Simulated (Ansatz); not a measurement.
# Li5SbCl2 (built on the sites of a database entry of Li5NCl2): following an unstable mode

Wanted: the energy along a soft mode of Li5SbCl2 (built on the sites of a database entry of Li5NCl2) and the structure at the end.

Main program and level: Ansatz 0.2.0; DFT PBEsol, scalar-relativistic, plane waves, PAW.

The structure was built from a prototype and need not be the compound's stable phase.

### 1. The structure

The structure is trigonal, space group R-3m (No. 166). The conventional cell has a = 4.461 Å, b = 4.461 Å, c = 28.061 Å, α = 90.00°, β = 90.00°, γ = 120.00°. Nearest to Li lie 6 Cl at 2.82 Å. Li has 1 Sb at 2.59 Å and 3 Cl at 2.74 Å nearest. Li has 3 Sb at 2.65 Å and 3 Li at 2.86 Å and 1 Cl at 2.91 Å nearest. Nearest to Sb lie 8 Li at 2.59 to 2.65 Å. Nearest to Cl lie 7 Li at 2.74 to 2.91 Å. Farther neighbours and most contacts between anions are not listed.

### 2. Linear response at the zone centre

The cell comes from relaxations at this level that are not shown. The zone centre is the only wavevector solved here; it holds the modes that light can see, as far as symmetry allows. No field response is asked, since the mesh shows no gap.

input.yaml

```yaml
crystal:
  lattice:
    - [2.2304986503, 1.2877789962, 9.3537562555]
    - [-2.2304986503, 1.2877789962, 9.3537562555]
    - [0.0, -2.5755579923, 9.3537562555]
  atoms:
    - { symbol: Li, position: [0.5, 0.5, 0.5] }
    - { symbol: Li, position: [0.9076767893, 0.9076767893, 0.9076767893] }
    - { symbol: Li, position: [0.0923232107, 0.0923232107, 0.0923232107] }
    - { symbol: Li, position: [0.6887073702, 0.6887073702, 0.6887073702] }
    - { symbol: Li, position: [0.3112926298, 0.3112926298, 0.3112926298] }
    - { symbol: Sb, position: [0.0, 0.0, 0.0] }
    - { symbol: Cl, position: [0.2075215019, 0.2075215019, 0.2075215019] }
    - { symbol: Cl, position: [0.7924784981, 0.7924784981, 0.7924784981] }
kpoints:
  mp_grid: { grid: [9, 9, 9] }
hamiltonian:
  xc: pbesol
scf:
  occupations: { method: methfessel_paxton, width: 0.2 }
output:
  eigenvalues: true
phonons:
  method: dfpt
```

Run with:

```sh
$ ansatz run input.yaml --threads 8 --pin off --max-ram 14336MiB --backend cpu --events-out ev --progress --plain --runs-dir out
```

Numbers of over 12 decimals in the logs are rounded to 6 here.

What it wrote:

```text
Engine: ansatz 0.2.0, aarch64-unknown-linux-gnu
Pseudopotentials: kind: paw
Pseudopotential: Li, paw, valence charge 3, recommended cutoff 420 eV (normal), Li.paw.azcp
Pseudopotential: Sb, paw, valence charge 15, recommended cutoff 420 eV (normal), Sb.paw.azcp
Pseudopotential: Cl, paw, valence charge 7, recommended cutoff 420 eV (normal), Cl.paw.azcp
Functional definition: PBEsol
  exchange = pbesol_x
  correlation = pbesol_c
Crystal: 8 atoms, lattice volume = 161.206 Å³
Basis set: ecut = 420 eV, 3163 PW (Γ), exchange–correlation on 144×144×144 points (8 copies of the dense FFT grid, shifted against one another)
Bands: 30, of which v1, the nominal top of the filled ones, is band 22 counted from 1 (21 counted from 0)
Symmetry: 12 space group operations
k-points: 205 of 729 (irreducible under 2 space group operations, time reversal used)
Non-local potential: Li, projectors of the file, l = 0: 3, l = 1: 2, l = 2: 1
Non-local potential: Sb, projectors of the file, l = 0: 2, l = 1: 2, l = 2: 2, l = 3: 2
Non-local potential: Cl, projectors of the file, l = 0: 2, l = 1: 2, l = 2: 2
PAW form: soft (Blöchl's): semilocal exchange-correlation on the pseudo side does not see the compensation charge
PAW frozen core: Sb, regenerated for the run's functional, and the local potential with it (the file was generated under x = pbe(κ = 0.804, μ = 0.219515), c = pbe(β = 0.066725))
PAW frozen core: Cl, regenerated for the run's functional, and the local potential with it (the file was generated under x = pbe(κ = 0.804, μ = 0.219515), c = pbe(β = 0.066725))
PAW one-centre angular grid: Li, 110 points (default); XC on 64 Gauss nodes
PAW one-centre angular grid: Sb, 590 points (default); XC on 64 Gauss nodes
PAW one-centre angular grid: Cl, 110 points (default); XC on 64 Gauss nodes
Initial density: superposition of atomic densities (neutral atoms: chi_scale 0, normalization atom), corrected by the library's trained network
Initial wavefunctions: pseudopotential atomic-orbital guess
Functional: x = pbesol(κ = 0.804, μ = 0.123457), c = pbesol(β = 0.046)
SCF iter   1: F=—  HF=-9552.936321 eV  |F-HF|=—  |Δ(HF+E_count)|=         —  Δρ=4.08e-3  dr2=1.89e-1  ethr=1.77e-3  ⟨swp⟩=7.4  Hψ=30352  notcnv=0
preconditioner: auto → Resta (q_TF=auto, 2.197 Å⁻¹)  ε∞=3.6  [insulator: Δε(μ)=0.348 eV  Ē_g=8.053 eV  σ=0.200 eV  W_gap=0.97  n_scr=30 (ndim 8)  ℏωp=13.1 eV  f_vac=0.013  D(μ)=0.06/eV (n_scr^D=0)  ε∞_Penn≈3.6]
SCF iter   2: F=—  HF=-9552.885095 eV  |F-HF|=—  |Δ(HF+E_count)|=   5.12e-2  S|Δr|=    0.00e0  Δρ=1.95e-3  dr2=4.98e-2  ethr=4.30e-4  ⟨swp⟩=1.0  Hψ=7790  notcnv=0  defer=5
preconditioner: auto → Kerker (q_TF=auto, 2.197 Å⁻¹)  [metal: Δε(μ)=0.065 eV  Ē_g=8.057 eV  σ=0.200 eV  W_gap=0.27  n_scr=30 (ndim 8)  ℏωp=13.1 eV  f_vac=0.015  D(μ)=0.12/eV (n_scr^D=0)]
SCF iter   3: F=—  HF=-9552.869516 eV  |F-HF|=—  |Δ(HF+E_count)|=   1.56e-2  S|Δr|=    0.00e0  Δρ=9.21e-4  dr2=4.41e-3  ethr=1.13e-4  ⟨swp⟩=2.0  Hψ=6266  notcnv=0  defer=5
SCF iter   4: F=—  HF=-9552.868589 eV  |F-HF|=—  |Δ(HF+E_count)|=   9.28e-4  S|Δr|=    0.00e0  Δρ=4.16e-4  dr2=7.96e-4  ethr=1.00e-5  ⟨swp⟩=1.4  Hψ=9144  notcnv=0  defer=226
SCF iter   5: F=—  HF=-9552.868450 eV  |F-HF|=—  |Δ(HF+E_count)|=   1.39e-4  S|Δr|=    0.00e0  Δρ=1.19e-4  dr2=6.02e-5  ethr=1.81e-6  ⟨swp⟩=2.0  Hψ=8300  notcnv=0  defer=226
SCF iter   6: F=—  HF=-9552.868465 eV  |F-HF|=—  |Δ(HF+E_count)|=   1.45e-5  S|Δr|=    0.00e0  Δρ=5.23e-5  dr2=1.05e-5  ethr=1.37e-7  ⟨swp⟩=2.6  Hψ=7937  notcnv=0  defer=226
SCF iter   7: F=—  HF=-9552.868467 eV  |F-HF|=—  |Δ(HF+E_count)|=   2.60e-6  S|Δr|=    0.00e0  Δρ=1.62e-5  dr2=7.92e-7  ethr=2.39e-8  ⟨swp⟩=2.0  Hψ=7567  notcnv=0  defer=226
SCF iter   8: F=—  HF=-9552.868563 eV  |F-HF|=—  |Δ(HF+E_count)|=   9.62e-5  S|Δr|=    0.00e0  Δρ=4.54e-6  dr2=7.79e-8  ethr=1.80e-9  ⟨swp⟩=2.0  Hψ=9170  notcnv=0  defer=231
SCF iter   9: F=—  HF=-9552.868563 eV  |F-HF|=—  |Δ(HF+E_count)|=   2.81e-8  S|Δr|=    0.00e0  Δρ=1.60e-6  dr2=9.79e-9  ethr=1.77e-10  ⟨swp⟩=2.1  Hψ=7510  notcnv=0  defer=231
SCF iter  10: F=—  HF=-9552.868563 eV  |F-HF|=—  |Δ(HF+E_count)|=   7.41e-9  S|Δr|=    0.00e0  Δρ=5.85e-7  dr2=1.13e-9  ethr=2.23e-11  ⟨swp⟩=2.0  Hψ=7577  notcnv=0  defer=231
SCF iter  11: F=—  HF=-9552.868563 eV  |F-HF|=—  |Δ(HF+E_count)|=  7.35e-10  S|Δr|=    0.00e0  Δρ=1.92e-7  dr2=1.28e-10  ethr=2.57e-12  ⟨swp⟩=2.0  Hψ=7581  notcnv=0  defer=231
SCF iter  12: F=—  HF=-9552.868563 eV  |F-HF|=—  |Δ(HF+E_count)|=  5.09e-11  S|Δr|=    0.00e0  Δρ=5.42e-8  dr2=1.80e-11  ethr=1.00e-12  ⟨swp⟩=1.1  Hψ=5685  notcnv=0  defer=231
SCF iter  13: F=-9552.868563 eV  HF=-9552.868563 eV  |F-HF|=1.82e-12  |Δ(HF+E_count)|=  1.82e-12  S|Δr|=    0.00e0  Δρ=1.90e-8  dr2=1.29e-12  ethr=1.00e-12  ⟨swp⟩=11.4  Hψ=29583  notcnv=0
SCF 1 converged in 13 iterations: F = -9552.868563 eV  dr2 = 1.29e-12
  greatest PAW one-centre occupation: 1.000 electrons in one spin orbital (limit 2), on the Li atom at site 4 (counted from 0), in its partial waves of l = 0
DFPT response loops at Γ: preconditioner auto → Kerker (q_TF=auto, 2.197 Å⁻¹) (partly filled bands, converged f_vac=0.017); β = 1.00, the filter's whole step (`scf.mixing.beta` (0.50) is not read by the response loops under this deck's `scf.mixing.preconditioner`; to damp them name `kerker` or `kerker_dos`, under which they read `scf.mixing.beta`, and type it under 1.00, their step now; both keys bind the ground state too); Broyden in place of MSR1
SCF converged after 13 iterations
Stability not checked: this state was not tested for a lower state beside it, because cold or Methfessel-Paxton smearing, or corrected tetrahedra, fill the levels in a way that the test cannot read (fill_not_monotonic; see scf.lower_state_search)
Free energy (F): -9552.868563 eV
Harris-Foulkes:  -9552.868563 eV  (|F-HF|=1.82e-12)
Internal energy: -9552.869540 eV  (E = F + TS)
E sigma→0 (E₀):  -9552.868807 eV
Entropy (-TS):   0.000976 eV (0.122 meV/atom)
Fermi energy:    4.969339 eV
--- Per-component energies (eV) ---
  E_band       = -697.578567
  E_kinetic    = 639.744451
  E_local      = -3295.225500  (includes V_loc(G=0)·N_el)
  E_nonlocal   = 257.716913
  E_hartree    = 1330.265591
  E_xc         = -403.144633
  E_vxc        = -409.179211  (∫ρ·V_xc dr)
  E_paw        = -5883.350400  (= ΣΔE_a)
  E_vpaw       = -551.166690  (= ΣTr[D̂ρ^β])
  E_aug_tail   = 0.000261  (compensation charges beyond the density's cutoff)
  E_ewald      = -2199.364944
  E_core_change = 0.488721  (= ΣΔE_core)
  E_smearing   = 0.000976  (= −TS)
  E_closure    = 0.000000  (closes the sum)
  Σ components = -9552.868563   (vs F -9552.868563, Δ=0.00e0)
--- Band table (eV; the first three rows and the last of 205) ---
  k-point 0: bands = [... 18 lower, -0.6609, 2.6496, 4.7224, 4.9245, 4.9245, 5.7329, 7.4025, 7.4025, ... 4 higher]
  k-point 1: bands = [... 18 lower, -0.5381, 2.6774, 4.3379, 4.7252, 5.0712, 5.8851, 7.3334, 7.5598, ... 4 higher]
  k-point 2: bands = [... 18 lower, -0.4132, 2.7550, 3.4936, 4.3229, 5.5890, 6.1930, 7.2399, 7.9167, ... 4 higher]
  k-point 204: bands = [... 18 lower, -0.3998, 2.4848, 4.4310, 4.7415, 5.5312, 5.7581, 7.2188, 7.3673, ... 4 higher]
--- Phonons (Γ-DFPT): 10 representative perturbations + reference, on 205 of 729 k-points (Σ response iterations 32) ---
  k mesh reduced under 2 symmetry operations, with k and −k counted as one. Each operation leaves every solved perturbation unchanged. A smaller set is not used because it would not reduce the number of displacements times k-points to solve
  ASR residual: 1.029e-4 → 0.000e0 eV/Å²; symmetrization residual: 1.062e-5 eV/Å²
  ASR residual per site (eV/Å²): 3.79e-6 1.82e-5 1.82e-5 1.03e-4 1.03e-4 1.23e-5 3.74e-5 3.74e-5
  Γ frequencies (cm⁻¹): -134.35 -134.35 0.00 0.00 0.00 51.44 51.44 63.13 63.13 64.08 118.69 118.69 136.66 143.69 143.69 163.13 194.75 205.68 369.72 377.63 380.35 380.35 403.53 403.53
  non-analytic LO–TO correction: not included (Born effective charges unavailable; polar crystals: no LO–TO splitting at Γ)
```

Wall time 6.4 min (8 threads of Arm Neoverse V1, shared host); peak memory 4.2 GiB; 49 min of CPU time.

The column dr2 measures how far the density is from self-consistency, as an energy; F and HF (Harris–Foulkes) agree once it is small.

This step gave:

* volume per atom: 20.15 Å³
* gap on the k-mesh: 0 eV
* sum-rule residual before enforcement: 1.03e-4 eV/Å²
* point group: -3m
* highest optical mode at the zone centre (no LO-TO term): 403.5 cm⁻¹
* lowest optical zone-centre mode: -134.3 cm⁻¹

Patterns of degenerate modes are one choice out of their space. The modes at Γ (shares of kinetic energy by element, %) (negative means imaginary):

| mode | frequency (cm⁻¹) | symmetry | Li % | Sb % | Cl % |
| --- | --- | --- | --- | --- | --- |
| 1 | -134.3 | Eu | 82 | 0 | 18 |
| 2 | -134.3 | Eu | 82 | 0 | 18 |
| 3 | 0.0 | acoustic | 15 | 54 | 31 |
| 4 | 0.0 | acoustic | 15 | 54 | 31 |
| 5 | 0.0 | acoustic | 15 | 54 | 31 |
| 6 | 51.4 | Eu | 14 | 37 | 49 |
| 7 | 51.4 | Eu | 14 | 37 | 49 |
| 8 | 63.1 | Eg | 38 | 0 | 62 |
| 9 | 63.1 | Eg | 38 | 0 | 62 |
| 10 | 64.1 | A2u | 17 | 21 | 62 |
| 11 | 118.7 | Eg | 62 | 0 | 38 |
| 12 | 118.7 | Eg | 62 | 0 | 38 |
| 13 | 136.7 | A1g | 3 | 0 | 97 |
| 14 | 143.7 | Eu | 98 | 1 | 1 |
| 15 | 143.7 | Eu | 98 | 1 | 1 |
| 16 | 163.1 | A2u | 82 | 17 | 1 |
| 17 | 194.8 | A2u | 94 | 0 | 6 |
| 18 | 205.7 | A1g | 98 | 0 | 2 |
| 19 | 369.7 | A2u | 92 | 8 | 0 |
| 20 | 377.6 | A1g | 98 | 0 | 2 |
| 21 | 380.4 | Eu | 91 | 9 | 0 |
| 22 | 380.4 | Eu | 91 | 9 | 0 |
| 23 | 403.5 | Eg | 100 | 0 | 0 |
| 24 | 403.5 | Eg | 100 | 0 | 0 |

Displacements in mode 2 (-134.3 cm⁻¹), the largest set to 1:
```
Li1  0.00  1.00  0.00
Li2  0.00  0.42  0.00
Li3  0.00  0.42  0.00
Li4  0.00  0.01  0.00
Li5  0.00  0.01  0.00
Sb6  0.00 -0.01  0.00
Cl7  0.00 -0.17  0.00
Cl8  0.00 -0.17  0.00
```

Displacements in mode 10 (64.1 cm⁻¹), the largest set to 1:
```
Li1  0.00  0.00  0.48
Li2  0.00  0.00 -0.40
Li3  0.00  0.00 -0.40
Li4  0.00  0.00 -1.00
Li5  0.00  0.00 -1.00
Sb6  0.00  0.00 -0.42
Cl7  0.00  0.00  0.94
Cl8  0.00  0.00  0.94
```

Before it was imposed, the acoustic sum rule was missed by 1.0e-4 eV/Å². Small misses are needed for a sound result but don't prove that mesh and cutoff are converged. The lowest optical mode is imaginary, 134.3i cm⁻¹, so the energy falls along it.

### 3. The mode frozen in, largest atomic shift 0 Å

The mode followed lies at Γ with frequency 134.3i cm⁻¹ and is 2-fold degenerate, the softest among the wavevectors solved. At small amplitude the distorted cell has space group no. 8 by a symmetry search on the positions. The undistorted cell that holds it gives the zero of energy on the same k mesh.

Edit input.yaml of step 2 so:

```diff
@@ -21,4 +21,4 @@
 output:
+  forces: true
+  stress: true
   eigenvalues: true
-phonons:
-  method: dfpt
```

What it wrote:

```text
[...]
k-point 0: bands = [... 18 lower, -0.6608, 2.6497, 4.7226, 4.9247, 4.9247, 5.7330, 7.4026, 7.4026, ... 4 higher]
  k-point 1: bands = [... 18 lower, -0.5380, 2.6775, 4.3380, 4.7253, 5.0714, 5.8852, 7.3334, 7.5599, ... 4 higher]
  k-point 2: bands = [... 18 lower, -0.4131, 2.7550, 3.4937, 4.3230, 5.5891, 6.1931, 7.2399, 7.9168, ... 4 higher]
  k-point 84: bands = [... 18 lower, -0.3997, 2.4849, 4.4311, 4.7416, 5.5314, 5.7583, 7.2189, 7.3673, ... 4 higher]
[key lines of the parts left out:]
SCF converged after 8 iterations
Free energy (F): -9552.868563 eV
Fermi energy:    4.969465 eV
P = ⅓ Tr σ = 0.0012 GPa (0.012 kbar)
```

Wall time 3.8 s (8 threads); peak memory 0.78 GiB.

This step gave:

| Quantity | Value |
| --- | --- |
| pressure | 0.001210 GPa |
| energy from the undistorted cell | 0 meV/atom |

The run ends at a pressure of 0.00 GPa, with forces up to 5.8e-4 eV/Å.

### 4. The mode frozen in, largest atomic shift 0.45 Å

The atoms are moved along the unstable eigenvector, the largest shift by 0.45 Å, with the cell fixed.

input.yaml

```yaml
crystal:
  lattice:
    - [2.2304986503, 1.2877789962, 9.3537562555]
    - [-2.2304986503, 1.2877789962, 9.3537562555]
    - [0.0, -2.5755579923, 9.3537562555]
  atoms:
    - { symbol: Li, position: [0.6164796137, 0.4417601932, 0.4417601932] }
    - { symbol: Li, position: [0.9566232811, 0.8832035433, 0.8832035433] }
    - { symbol: Li, position: [0.1412697026, 0.0678499648, 0.0678499648] }
    - { symbol: Li, position: [0.6897983008, 0.6881619049, 0.6881619049] }
    - { symbol: Li, position: [0.3123835604, 0.3107471645, 0.3107471645] }
    - { symbol: Sb, position: [-0.0005943962, 0.0002971981, 0.0002971981] }
    - { symbol: Cl, position: [0.187344996, 0.2176097548, 0.2176097548] }
    - { symbol: Cl, position: [0.7723019923, 0.8025667511, 0.8025667511] }
kpoints:
  mp_grid: { grid: [9, 9, 9] }
hamiltonian:
  xc: pbesol
scf:
  occupations: { method: methfessel_paxton, width: 0.2 }
output:
  forces: true
  stress: true
  eigenvalues: true
```

What it wrote:

```text
[...]
Crystal: 8 atoms, lattice volume = 161.206 Å³
Basis set: ecut = 420 eV, 3163 PW (Γ), FFT grids on a1−a3, a2−a3, a3, exchange–correlation on 60×60×144 points (8 copies of the dense FFT grid, shifted against one another)
Bands: 30, of which v1, the nominal top of the filled ones, is band 22 counted from 1 (21 counted from 0)
Symmetry: 2 space group operations
[...]
k-point 0: bands = [... 18 lower, -0.6906, 2.6287, 4.7214, 4.9192, 4.9219, 5.7517, 7.6095, 7.7110, ... 4 higher]
  k-point 1: bands = [... 18 lower, -0.6095, 2.6565, 4.3289, 4.7134, 5.0684, 5.9149, 7.3133, 8.0897, ... 4 higher]
  k-point 2: bands = [... 18 lower, -0.4914, 2.7361, 3.4804, 4.3061, 5.5718, 6.2637, 7.1230, 7.7423, ... 4 higher]
  k-point 204: bands = [... 18 lower, -0.5691, 2.1845, 3.2450, 3.7547, 5.5648, 6.5331, 7.7283, 8.2603, ... 4 higher]
[key lines of the parts left out:]
SCF converged after 9 iterations
Free energy (F): -9552.910289 eV
Fermi energy:    4.958111 eV
P = ⅓ Tr σ = 0.5616 GPa (5.616 kbar)
```

The job ended after 15 s (8 threads; peak memory 1.1 GiB).

This step gave:

```yaml
pressure: 0.5616 GPa
energy_from_the_undistorted_cell: -5.218 meV/atom
```

The energy, extrapolated to zero smearing, is -5.22 meV/atom against the undistorted cell.

The run ends at a pressure of 0.56 GPa, with forces up to 0.13 eV/Å.

### 5. Energy along the mode, all amplitudes (two of the runs are shown above)

An imaginary frequency means negative curvature, so the energy should fall and then rise again as anharmonic terms take over.

Numbers from this step:

```
depth at the lowest point sampled  : 5.218 meV/atom
largest atomic shift at that point : 0.45 Å
```

Energy from the parent against largest atomic shift:

| largest atomic shift (Å) | energy from the parent (meV/atom) |
| --- | --- |
| 0.000 | 0 |
| 0.040 | -0.076 |
| 0.080 | -0.302 |
| 0.140 | -0.897 |
| 0.220 | -2.07 |
| 0.320 | -3.79 |
| 0.450 | -5.22 |
| 0.600 | -2.50 |

Displacement at unit largest shift by atom:

| atom | x (Å) | y (Å) | z (Å) | size |
| --- | --- | --- | --- | --- |
| Li1 | 0.866 | 0.500 | 0.000 | 1.000 |
| Li2 | 0.364 | 0.210 | 0.000 | 0.420 |
| Li3 | 0.364 | 0.210 | 0.000 | 0.420 |
| Li4 | 0.008 | 0.005 | 0.000 | 0.009 |
| Li5 | 0.008 | 0.005 | 0.000 | 0.009 |
| Sb6 | -0.004 | -0.003 | 0.000 | 0.005 |
| Cl7 | -0.150 | -0.087 | 0.000 | 0.173 |
| Cl8 | -0.150 | -0.087 | 0.000 | 0.173 |

The lowest of the steps tried is at 0.45 Å, 5.22 meV/atom below the parent; the bottom of the well need not coincide with a step.

[end of part 1 of 3]

[Logs are printed without paths, hosts, clocks, repeated set-up lines and the standing remarks that a program may print on its own settings, such as how far it seeks lower states.]

[Hosts, paths, dates, database ids (printed as entryN), source tags and the programs' standing remarks are cut or masked in the printed files.]
